## The decision: which light to use

A process engineer who wants to heat only the skin of a wafer, or to measure a thin film by reflected light, has to choose a photon energy. Near its strongest absorption a crystal stops light within a very thin layer; far below the onset of absorption the light passes through. The energy of the strongest peak therefore helps to decide between a visible lamp and an ultraviolet one. For a whole family of crystals it can be estimated from a single length, the distance between neighbouring atoms.

Optical absorption of crystals at given, unrelaxed geometries, from Yambo 5.3.0 on Quantum ESPRESSO PBEsol states, without spin-orbit coupling or quasiparticle corrections. Transitions are independent, except that cubic AlN includes local fields (Hartree kernel). Broadening (0.05–0.3 eV) and field direction vary by row; the k-mesh is that of the response calculation.

```tsv
system	potentials	wave cutoff	density cutoff	space group	volume (Å³/atom)	shortest distance (Å)	k-mesh	absorption peak (eV)
PbS (Fm-3m)	PseudoDojo-0.4.1-SR-PBEsol-standard	761.919 eV	3047.68 eV	Fm-3m	26.09	2.97	14x14x14	2.864
WS2 (P-6m2)	PseudoDojo-0.4.1-SR-PBEsol-standard	1006.82 eV	4027.28 eV	P-6m2	49.59	2.41	12x12x2	3.116
Si (Fd-3m)	PseudoDojo-0.4.1-SR-PBEsol-standard	489.805 eV	1959.22 eV	Fd-3m	20.16	2.36	16x16x16	3.624
Si (P6_3/mmc)	PseudoDojo-0.4.1-SR-PBEsol-standard	489.805 eV	1959.22 eV	P6_3/mmc	20.13	2.35	6x6x4	3.813
InP (F-43m)	PseudoDojo-0.4-SR-PBEsol-stringent	1115.67 eV	4462.67 eV	F-43m	25.17	2.54	6x6x6	3.946
SiC (P6_3mc)	PseudoDojo-0.4.1-SR-PBEsol-standard	1115.67 eV	4462.67 eV	P6_3mc	10.34	1.87	12x12x8	6.107
AlN (F-43m)	PseudoDojo-0.4.1-SR-PBEsol-standard	1142.88 eV	4571.51 eV	F-43m	10.42	1.89	6x6x6	6.131
AlN (P6_3mc)	PseudoDojo-0.4.1-SR-PBEsol-standard	1142.88 eV	4571.51 eV	P6_3mc	10.45	1.89	12x12x8	6.533
HfO2 (Fm-3m)	PseudoDojo-0.4.1-SR-PBEsol-standard	1142.88 eV	4571.51 eV	Fm-3m	11.15	2.21	16x16x16	8.562
C (P6_3/mmc)	PseudoDojo-0.4.1-SR-PBEsol-standard	1115.67 eV	4462.67 eV	P6_3/mmc	5.67	1.54	15x15x8	10.772
```

The column "absorption peak" gives the photon energy at which the computed absorption spectrum, the imaginary part of the dielectric function, is highest. The column "shortest distance" gives the bond length, called $d$ below. Three rows carry the argument: SiC and InP, where the rule works, and HfO2, where it fails.

## Why the band gap is the wrong guide

The first idea is to start from the direct gap, the smallest energy that lifts an electron into an empty state without changing its crystal momentum. Cubic Si and InP show why this misleads. The same calculations give a smallest direct gap of 2.51 eV for cubic Si and only 0.61 eV for InP, yet their peaks lie close together, at 3.6 and 3.9 eV.

The gap belongs to the few electron waves for which filled and empty states come closest. The peak arises where very many waves share nearly the same transition energy, because the filled and empty bands run almost parallel. It measures a typical separation between bonding and antibonding states, and that separation depends on the bond.

## Two limiting cases

In the first limit all atoms are alike and share their electrons in covalent bonds. A bonding state is smooth between two neighbours, while an antibonding state has a node there. The extra node makes the wave bend more sharply, which costs kinetic energy. If every distance in the crystal is doubled and the waves stretch with it, every wavelength doubles and every kinetic energy falls to a quarter. As far as the separation of the two states is kinetic, the peak should then follow

$$E_\text{peak} \approx K\,\frac{\hbar^2}{m\,d^2},$$

where $\hbar$ is the reduced Planck constant, $m$ the electron mass and $K$ a pure number.

The size of $K$ can be guessed before looking at any spectrum. A wave with half a wavelength on one bond has the kinetic energy $\pi^2/2$, or about 5, in units of $\hbar^2/(m d^2)$. The cost of one extra node per bond should be of this order, so $K$ should be a few units. Theory argues for the form of the rule; the precise value of $K$ has to come from the table.

In the second limit the two kinds of atom differ so strongly that the filled states sit on one kind and the empty states on the other. An absorbed photon then moves an electron between them. The energy depends on the levels of the two atoms and on the electric field of the ions around them, and it need not fall as $1/d^2$. Crystals of one element, such as C and Si, belong to the first limit, while compounds lie between the two. The rule should serve as long as the covalent part of the separation dominates.

## The rule, worked for SiC and InP

Seven rows have four neighbours around each atom and bonds made of s and p electrons: C, SiC, both forms of AlN, both forms of Si, and InP. The geometric mean of $K$ over these seven rows is 2.97, which may be rounded to 3. With $\hbar^2/m = 7.62$ eV Å², the rule for use by hand becomes

$$E_\text{peak} \approx \frac{23\ \text{eV Å}^2}{d^2}.$$

For SiC the bond length is 1.87 Å, and its square is 3.50 Å². Dividing 23 by 3.5 gives 6.6 eV. The calculation gives 6.1 eV, so the estimate is somewhat too high, but it correctly places the peak well into the ultraviolet.

For InP the bond length is 2.54 Å, and its square is 6.45 Å². The estimate is 3.6 eV, against a computed 3.9 eV. This time the rule is too low, by about a tenth. Both crystals helped to set $K$, so these two examples show how the rule is used and do not test it independently.

## How far to trust it

Over the seven tetrahedral rows the typical miss is 9 % of the computed peak, and the largest, for cubic Si, is 13 %. When each row in turn is left out and $K$ is found from the other six, the typical error is about 10 %. That is good for a rule with one adjustable number, since the peaks themselves span nearly a factor of three. The seven rows are only five substances, however, so the test is a narrow one. The two largest misses belong to cubic Si and C, the elements for which the argument should hold best. The good average therefore supports the rule as a tool more than it proves the reasoning behind it. The meshes, the broadening of the spectra and the field directions also differ from row to row, which adds some scatter of its own.

An error of this size matters when two crystals are compared. InP has a longer bond than Si, so the rule puts its peak lower, while the calculation, which used a much coarser mesh for InP, puts it higher. The rule separates C from Si safely, but it should not be used to rank crystals whose estimates differ by only 10 or 15 %. It also gives the cubic and hexagonal forms of one substance almost the same peak. The computed peaks of the two AlN forms differ by 7 %, but their meshes, field directions and treatment of local electric fields differ too.

The hexagonal forms of C (hexagonal diamond, not graphite) and Si come closest to the scaling argument, because they share one structure and one number of valence electrons. Their bond lengths, 1.54 and 2.35 Å, predict a ratio of peaks of $(2.35/1.54)^2 = 2.3$. The computed ratio is 2.8. A likely reason is that the states of Si are not simply those of C on a stretched lattice: the two kinds of atom also attract the electrons differently. The spectra were also taken along different directions, with different meshes and broadening, which may account for part of the excess.

## Where the rule breaks: HfO2

In HfO2 the shortest distance is 2.21 Å, and the rule gives 4.7 eV. The computed peak lies at 8.6 eV, so the estimate is little more than half of it. An engineer who trusted the rule here would choose light far below the strongest absorption.

The second limit suggests why. The filled states of HfO2 sit mainly on oxygen, while the lowest empty ones are mainly d states of hafnium. Light moves an electron from one kind of atom to the other, and the energy difference between them need not shrink as $1/d^2$. A rule that knows only the bond length misses this contribution.

This explanation is plausible, but the table does not prove it. The smallest direct gap in the same calculation is only 3.64 eV, so the peak lies far above the first transitions. The spread of the levels into bands therefore probably matters too, and not only the difference between the atoms. AlN is also strongly polar, and yet it follows the rule well. SiC, which is less polar, has nearly the same bond length and a similar peak, so a polar bond alone need not break the rule. The d states of hafnium and its eight neighbours, instead of four, may matter as well. No calculation here separates these causes.

The WS2 row is a single layer in a cell padded with vacuum, and spin-orbit coupling, which is strong in tungsten, is left out. This crystal breaks the rule in the other direction: the estimate is 26 % too high. Its states near the gap come largely from tungsten d orbitals, which are compact and couple less strongly to their neighbours than the orbitals of a tetrahedral bond. A weaker coupling would give a smaller splitting, in line with the miss, though a single crystal cannot settle the cause. For crystals with d states near the gap, then, the bond length alone is a poor guide, and the error can have either sign.

PbS has six neighbours around each atom and was not used to find $K$. The rule still comes within 10 % of its peak. That is encouraging, but one crystal is not enough to extend the rule to its whole structure type, and the calculation omits spin-orbit coupling, which is strong in lead.

## From the estimate to the lamp

The rule reproduces computed peaks, and these have an error of their own. The density functional used here places empty states too low, and the attraction between the excited electron and the hole it leaves behind is missing. The first error lowers the computed peak and the second raises it, so the two are expected to cancel in part; how far they do is not tested here. For tetrahedral crystals the estimate is a first guide to the spectral range; the lamp or instrument itself should be chosen from a measured spectrum.

For a neighbouring case the reasoning starts with two questions. Does each atom have four neighbours, and are the bonds made of s and p electrons? If so, the bond length sets the scale: a bond longer by 1 % lowers the estimate by 2 %. If d states take part, as in HfO2 and WS2, the bond length is not enough: the energies of the atomic levels and the overlap of the orbitals count as well.
